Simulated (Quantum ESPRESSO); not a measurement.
Here is a Quantum ESPRESSO 7.5 calculation.

File pw.in:

```
&CONTROL
  calculation = 'scf'
  prefix = 'pwscf'
  outdir = './tmp'
  pseudo_dir = './pseudo'
  tprnfor = .true.
  tstress = .true.
  disk_io = 'low'
/
&SYSTEM
  ibrav = 0
  nat = 2
  ntyp = 1
  ecutwfc = 55
  ecutrho = 440
  nbnd = 24
  input_dft = 'vdw-df3-opt2'
  occupations = 'smearing'
  smearing = 'mp'
  degauss = 0.01469973
/
&ELECTRONS
  conv_thr = 4d-10
  electron_maxstep = 120
  mixing_beta = 0.5
/
ATOMIC_SPECIES
Os   190.2300 Os_pbe_v1.2.uspp.F.UPF
CELL_PARAMETERS angstrom
   2.7341000000    0.0000000000    0.0000000000
  -1.3670500000    2.3678000565    0.0000000000
   0.0000000000    0.0000000000    4.3197000000
ATOMIC_POSITIONS angstrom
Os     1.3670500001    0.7892666854    3.2397750000
Os    -0.0000000001    1.5785333711    1.0799250000
K_POINTS automatic
11 11 6 0 0 0
```

Contents of pp_density.in:

```
&INPUTPP
  prefix = 'pwscf'
  outdir = './tmp'
  filplot = 'density.dat'
  plot_num = 0
/
&PLOT
  nfile = 1
  filepp(1) = 'density.dat'
  iflag = 3
  output_format = 6
  fileout = 'density.cube'
/
```

pp_potential.in

```
&INPUTPP
  prefix = 'pwscf'
  outdir = './tmp'
  filplot = 'potential.dat'
  plot_num = 11
/
&PLOT
  nfile = 1
  filepp(1) = 'potential.dat'
  iflag = 3
  output_format = 6
  fileout = 'potential.cube'
/
```

Contents of nscf.in:

```
&CONTROL
  calculation = 'nscf'
  prefix = 'pwscf'
  outdir = './tmp'
  pseudo_dir = './pseudo'
  disk_io = 'low'
/
&SYSTEM
  ibrav = 0
  nat = 2
  ntyp = 1
  ecutwfc = 55
  ecutrho = 440
  nbnd = 24
  input_dft = 'vdw-df3-opt2'
  occupations = 'tetrahedra_opt'
/
&ELECTRONS
  conv_thr = 1d-08
  electron_maxstep = 120
  mixing_beta = 0.5
/
ATOMIC_SPECIES
Os   190.2300 Os_pbe_v1.2.uspp.F.UPF
CELL_PARAMETERS angstrom
   2.7341000000    0.0000000000    0.0000000000
  -1.3670500000    2.3678000565    0.0000000000
   0.0000000000    0.0000000000    4.3197000000
ATOMIC_POSITIONS angstrom
Os     1.3670500001    0.7892666854    3.2397750000
Os    -0.0000000001    1.5785333711    1.0799250000
K_POINTS automatic
17 17 9 0 0 0
```

The input projwfc.in:

```
&PROJWFC
  prefix = 'pwscf'
  outdir = './tmp'
  filpdos = 'p'
  Emin = 11
  Emax = 36
  DeltaE = 0.05
/
```

Potentials or basis: SSSP 1.3 efficiency PBE.

Launch:

```bash
$ OMP_NUM_THREADS=1 pw.x -in pw.in > pw.out
$ OMP_NUM_THREADS=1 pp.x -in pp_density.in > pp_density.out
$ OMP_NUM_THREADS=1 pp.x -in pp_potential.in > pp_potential.out
$ OMP_NUM_THREADS=1 pw.x -in nscf.in > nscf.out
$ OMP_NUM_THREADS=1 projwfc.x -in projwfc.in > projwfc.out
```

(1) Predict the band gap on the k mesh.

(2) What does it give for the pressure?

Results:

(1) none (metal or under the smearing width).

(2) 3.7 GPa.

Caveat: the potentials were made for another functional, which shifts forces and pressure.
